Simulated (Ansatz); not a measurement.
Ansatz input file:

```yaml
crystal:
  lattice:
    - [-1.6154632993, 1.6154632993, 5.4250988596]
    - [1.6154632993, -1.6154632993, 5.4250988596]
    - [1.6154632993, 1.6154632993, -5.4250988596]
  atoms:
    - { symbol: Nb, position: [0.7506586311, 0.7506586311, 0.0] }
    - { symbol: Nb, position: [0.5006586311, 1.0006586311, 0.5] }
    - { symbol: P, position: [0.3319699439, 0.3319699439, 0.0] }
    - { symbol: P, position: [0.0819699439, 0.5819699439, 0.5] }
basis:
  ecutwfc: 420
kpoints:
  mp_grid: { grid: [18, 18, 18] }
hamiltonian:
  xc: pbesol
scf:
  occupations: { method: gaussian, width: 0.1 }
output:
  forces: true
  stress: true
  eigenvalues: true
relax:
  adjacent_minimum: "off"
  f_tol: 0.01
  max_steps: 30
  cell: { stress_tol: 0.1, fix: [volume] }
```

Command:
```bash
ansatz run input.yaml --threads 1 --pin off --max-ram 2560MiB --backend cpu --events-out ev --progress --plain --runs-dir out
```

Theory: DFT PBEsol, scalar-relativistic, plane waves, PAW (Ansatz).

Part of what the program printed, abridged:

```
Pseudopotentials: kind: paw
Pseudopotential: Nb, paw, valence charge 13, recommended cutoff 420 eV (normal)
Pseudopotential: P, paw, valence charge 5, recommended cutoff 420 eV (normal)
Functional definition: PBEsol
Crystal: 4 atoms, lattice volume = 56.632 Å³
Basis set: ecut = 420 eV, 1119 PW (Γ), FFT grids on a1+a3, a2+a3, a3, exchange–correlation on 48×48×80 points (8 copies of the dense FFT grid, shifted against one another)
Bands: 22, of which v1, the nominal top of the filled ones, is band 18 counted from 1 (17 counted from 0)
Symmetry: 8 space group operations
Space group: I41md (ITA 109), of the structure as read, at distance tolerance 3.8e-5 Å
k-points: 480 of 5832 (time reversal used)
Initial density: superposition of atomic densities (neutral atoms: chi_scale 0, normalization atom), corrected by the library's trained network
Initial wavefunctions: pseudopotential atomic-orbital guess
Functional: x = pbesol(κ = 0.804, μ = 0.12345679), c = pbesol(β = 0.046)
SCF iter   1: F=—  HF=-10475.045756 eV  |F-HF|=—  |Δ(HF+E_count)|=         —  Δρ=8.74e-3  dr2=2.55e-2  ethr=1.77e-3  ⟨swp⟩=5.2  Hψ=51845  notcnv=0
SCF iter   2: F=—  HF=-10475.042244 eV  |F-HF|=—  |Δ(HF+E_count)|=   3.51e-3  Δρ=4.97e-3  dr2=8.23e-3  ethr=7.10e-5  ⟨swp⟩=1.0  Hψ=14406  notcnv=0
SCF iter   3: F=—  HF=-10475.040970 eV  |F-HF|=—  |Δ(HF+E_count)|=   1.27e-3  Δρ=7.02e-4  dr2=2.66e-4  ethr=2.29e-5  ⟨swp⟩=2.7  Hψ=16366  notcnv=0
SCF iter   4: F=—  HF=-10475.040902 eV  |F-HF|=—  |Δ(HF+E_count)|=   6.79e-5  Δρ=1.73e-4  dr2=1.58e-5  ethr=7.40e-7  ⟨swp⟩=2.6  Hψ=15178  notcnv=0
SCF iter   5: F=—  HF=-10475.040902 eV  |F-HF|=—  |Δ(HF+E_count)|=   4.74e-7  Δρ=2.61e-5  dr2=3.24e-7  ethr=4.38e-8  ⟨swp⟩=2.3  Hψ=14819  notcnv=0
SCF iter   6: F=-10475.040902 eV  HF=-10475.040902 eV  |F-HF|=2.94e-9  |Δ(HF+E_count)|=   1.84e-8  Δρ=4.64e-6  dr2=1.01e-8  ethr=2.78e-10  ⟨swp⟩=5.1  Hψ=44416  notcnv=0
SCF 1 converged in 6 iterations: F = -10475.040902 eV  dr2 = 1.01e-8
relax step   1: F+E_penalty+E_count = -10475.04090212 eV  Δ(F+E_penalty+E_count) = +0.000e0 eV  max|allowed force component| = 3.187e-2 eV/Å  Δτ_max = 0.0000 Å  P = +23.168 GPa  Ω = 56.632 Å³  fix = [volume]  reactions: volume +23.168 GPa (6 SCF iters, dr2 threshold 1.00e-7 eV, accepted)
Basis set: ecut = 420 eV, 1125 PW (Γ), FFT grids on a1+a3, a2+a3, a3, exchange–correlation on 48×48×80 points (8 copies of the dense FFT grid, shifted against one another)
Initial density: handed on by an earlier stage of this run
Initial wavefunctions: those handed on with the density
SCF iter   1: F=—  HF=-10475.042043 eV  |F-HF|=—  |Δ(HF+E_count)|=         —  Δρ=1.42e-3  dr2=1.19e-3  ethr=3.07e-6  ⟨swp⟩=2.7  Hψ=61268  notcnv=0
SCF iter   2: F=—  HF=-10475.041777 eV  |F-HF|=—  |Δ(HF+E_count)|=   2.66e-4  Δρ=8.05e-4  dr2=3.73e-4  ethr=3.07e-6  ⟨swp⟩=2.1  Hψ=14808  notcnv=0
SCF iter   3: F=—  HF=-10475.041658 eV  |F-HF|=—  |Δ(HF+E_count)|=   1.19e-4  Δρ=1.23e-4  dr2=9.67e-6  ethr=1.04e-6  ⟨swp⟩=2.0  Hψ=14750  notcnv=0
SCF iter   4: F=-10475.041656 eV  HF=-10475.041656 eV  |F-HF|=8.05e-8  |Δ(HF+E_count)|=   2.34e-6  Δρ=3.26e-5  dr2=3.80e-7  ethr=1.11e-9  ⟨swp⟩=4.3  Hψ=53589  notcnv=0
SCF 2 converged in 4 iterations: F = -10475.041656 eV  dr2 = 3.80e-7
relax step   2: F+E_penalty+E_count = -10475.04165574 eV  Δ(F+E_penalty+E_count) = -7.536e-4 eV  max|allowed force component| = 6.417e-3 eV/Å  Δτ_max = 0.0051 Å  P = +22.780 GPa  Ω = 56.632 Å³  energy of the carried Pulay correction = +4.201e-18 eV  fix = [volume]  reactions: volume +22.780 GPa (4 SCF iters, dr2 threshold 4.00e-7 eV, accepted)
Basis set: ecut = 420 eV, 1135 PW (Γ), FFT grids on a1+a3, a2+a3, a3, exchange–correlation on 48×48×80 points (8 copies of the dense FFT grid, shifted against one another)
SCF iter   1: F=—  HF=-10475.042295 eV  |F-HF|=—  |Δ(HF+E_count)|=         —  Δρ=5.75e-4  dr2=1.97e-4  ethr=4.66e-7  ⟨swp⟩=3.0  Hψ=59975  notcnv=0
SCF iter   2: F=—  HF=-10475.042254 eV  |F-HF|=—  |Δ(HF+E_count)|=   4.13e-5  Δρ=3.22e-4  dr2=6.06e-5  ethr=4.66e-7  ⟨swp⟩=2.3  Hψ=15094  notcnv=0
SCF iter   3: F=—  HF=-10475.042233 eV  |F-HF|=—  |Δ(HF+E_count)|=   2.06e-5  Δρ=4.64e-5  dr2=1.41e-6  ethr=1.68e-7  ⟨swp⟩=2.0  Hψ=14923  notcnv=0
SCF iter   4: F=-10475.042233 eV  HF=-10475.042233 eV  |F-HF|=1.28e-8  |Δ(HF+E_count)|=   3.41e-7  Δρ=1.29e-5  dr2=5.98e-8  ethr=1.11e-9  ⟨swp⟩=5.1  Hψ=44003  notcnv=0
SCF 3 converged in 4 iterations: F = -10475.042233 eV  dr2 = 5.98e-8
relax step   3: F+E_penalty+E_count = -10475.04223263 eV  Δ(F+E_penalty+E_count) = -5.769e-4 eV  max|allowed force component| = 7.292e-3 eV/Å  Δτ_max = 0.0017 Å  P = +22.933 GPa  Ω = 56.632 Å³  energy of the carried Pulay correction = +4.201e-18 eV  fix = [volume]  reactions: volume +22.933 GPa (4 SCF iters, dr2 threshold 4.00e-7 eV, accepted)
Initial wavefunctions: pseudopotential atomic-orbital guess (no wavefunctions were taken with the density)
SCF iter   1: F=—  HF=-10475.042233 eV  |F-HF|=—  |Δ(HF+E_count)|=         —  Δρ=1.93e-5  dr2=6.10e-8  ethr=1.76e-8  ⟨swp⟩=3.5  Hψ=84370  notcnv=0
SCF iter   2: F=—  HF=-10475.042236 eV  |F-HF|=—  |Δ(HF+E_count)|=   3.69e-6  Δρ=1.09e-5  dr2=2.61e-8  ethr=1.70e-10  ⟨swp⟩=1.9  Hψ=12260  notcnv=0
SCF iter   3: F=—  HF=-10475.042236 eV  |F-HF|=—  |Δ(HF+E_count)|=   4.72e-9  Δρ=1.45e-6  dr2=3.40e-10  ethr=7.25e-11  ⟨swp⟩=2.7  Hψ=14771  notcnv=0
SCF iter   4: F=-10475.042236 eV  HF=-10475.042236 eV  |F-HF|=2.55e-11  |Δ(HF+E_count)|=  1.60e-10  Δρ=2.11e-7  dr2=3.41e-11  ethr=1.00e-12  ⟨swp⟩=4.7  Hψ=39924  notcnv=0
SCF 4 converged in 4 iterations: F = -10475.042236 eV  dr2 = 3.41e-11
SCF converged after 4 iterations
Free energy (F): -10475.042236 eV
Harris-Foulkes:  -10475.042236 eV  (|F-HF|=2.55e-11)
Internal energy: -10475.040296 eV  (E = F + TS)
E sigma→0 (E₀):  -10475.041266 eV
Entropy (-TS):   -0.001941 eV (-0.485 meV/atom)
Fermi energy:    17.124380 eV
--- Per-component energies (eV) ---
  E_band       = -64.732479
  E_kinetic    = 952.155731
  E_local      = -1572.826896  (includes V_loc(G=0)·N_el)
  E_nonlocal   = 310.694074
  E_hartree    = 519.059036
  E_xc         = -480.991097
  E_vxc        = -559.538216  (∫ρ·V_xc dr)
  E_paw        = -7144.424046  (= ΣΔE_a)
  E_vpaw       = -233.335402  (= ΣTr[D̂ρ^β])
  E_aug_tail   = 0.000017  (compensation charges beyond the density's cutoff)
  E_ewald      = -3059.176725
  E_core_change = 0.469610  (= ΣΔE_core)
  E_smearing   = -0.001941  (= −TS)
--- Forces (eV/Å), atoms counted from 1 ---
  atom   1  Nb     0.00000000     0.00000000     0.00731999
  atom   2  Nb     0.00000000     0.00000000     0.00731999
  atom   3  P      0.00000000     0.00000000    -0.00732023
  atom   4  P      0.00000000     0.00000000    -0.00732023
--- Stress (GPa, compression-positive) ---
       22.921478       0.000000       0.000000
        0.000000      22.921478       0.000000
        0.000000       0.000000      22.956115
  P = ⅓ Tr σ = 22.9330 GPa (229.330 kbar)
--- Band table (eV; the first three rows and the last of 480) ---
  k-point 0: bands = ["-37.3174", "-37.2401", "-13.8498", "-13.4786", "-13.4786", "-13.2898", "-13.2898", "-13.1792", "3.7464", "6.7262", "10.4362", "13.6878", "14.6506", "14.6897", "14.6897", "15.2722", "15.7079", "15.7079", "17.9047", "18.9593", "20.3372", "20.7176"]
  k-point 1: bands = ["-37.3150", "-37.2389", "-13.8426", "-13.4927", "-13.4885", "-13.3035", "-13.2995", "-13.1778", "3.8472", "6.7616", "10.4642", "13.5537", "14.5994", "14.6527", "14.6978", "15.1969", "15.6535", "15.7757", "17.7633", "18.7154", "20.2680", "20.4664"]
  k-point 2: bands = ["-37.3082", "-37.2358", "-13.8224", "-13.5322", "-13.5161", "-13.3405", "-13.3268", "-13.1765", "4.1377", "6.8464", "10.5809", "13.2195", "14.1976", "14.4329", "14.5181", "15.2690", "15.8042", "15.9712", "17.4811", "18.1200", "20.1109", "20.3624"]
  k-point 479: bands = ["-37.2789", "-37.2789", "-13.5234", "-13.5234", "-13.4989", "-13.4989", "-13.2685", "-13.2685", "4.9464", "4.9464", "12.9207", "12.9207", "13.9218", "13.9218", "14.0933", "14.0933", "16.6991", "16.6991", "18.3882", "18.3882", "19.9742", "19.9742"]
--- Relaxed structure (3 steps of the walk, 3 accepted, 1 SCFs on fresh bases) ---
  F+E_penalty+E_count = -10475.04223628 eV   max|allowed force component| = 7.320e-3 eV/Å   (the final SCF, on the basis selected at the relaxed cell)
  cell:  # Å, volume = 56.6320 Å³
    - [-1.61926069, 1.61926069, 5.39968346]
    - [1.61926069, -1.61926069, 5.39968346]
    - [1.61926069, 1.61926069, -5.39968346]
  atoms:
    - { symbol: Nb, position: [0.75096541, 0.75096541, 0.0] }
    - { symbol: Nb, position: [0.50096541, 1.00096541, 0.49999999] }
    - { symbol: P, position: [0.33166315, 0.33166315, 0.0] }
    - { symbol: P, position: [0.08166315, 0.58166315, 0.5] }
```

The relaxation met its thresholds.

Time: 110 s on 1 thread of Intel(R) Xeon(R) 6975P-C (Granite Rapids), with other jobs on the host, peak memory 0.87 GiB.